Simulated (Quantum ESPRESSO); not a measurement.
# TiSi under changes of volume

One of the cells (14.630 Å³/atom); the others are scaled copies at fixed shape and fractional positions:

```
Ti Si
1.0
     1.81618   -2.11762    0.00000
     1.81618    2.11762    0.00000
     0.00000    0.00000    3.80393
Ti Si
1 1
Direct
  0.50000 0.50000 0.00000
  0.00000 0.00000 0.50000
```

The cell comes from a database or a generator and needn't be the stable form of this composition.

```yaml
Program: Quantum ESPRESSO 7.5
Functional: r2SCAN
Potentials_or_basis: SG15 PBE 1.2
Cutoff: 952 eV
Density_cutoff: 3810 eV
k_mesh: 8 × 8 × 6
Occupations: fermi-dirac, width 0.05 eV
Spin: no spin polarisation
```

| volume (Å³/atom) | energy over the lowest point (meV/atom) | pressure (GPa) |
| --- | --- | --- |
| 13.752 | 19.32 | 8.6 |
| 14.045 | ? | ? |
| 14.337 | 0.66 | 1.8 |
| 14.630 | 0.00 | -1.1 |
| 14.922 | 4.42 | -3.7 |
| 15.215 | 13.43 | -6.1 |
| 15.508 | 26.60 | -8.2 |

**Question.** What does the run at 14.045 Å³/atom give?

**Answer.** Energy over the lowest point 6.91 meV/atom; pressure 5.1 GPa.

Worked out: A Birch-Murnaghan fit of order 3 (a polynomial in V^(-2/3)) to the other rows has its minimum at 14.52 Å³/atom with B0 = V·E''(V) = 143 GPa and B' = 4.0 at fixed shape and positions, which overstates the stiffness. It gives 6.88 meV/atom at 14.045 Å³/atom, against the run's 6.91, and -dE/dV = 5.0 GPa, against 5.1.

Energies are extrapolated to zero smearing.

Caveats: the potentials were made for another functional, which shifts forces and pressure.
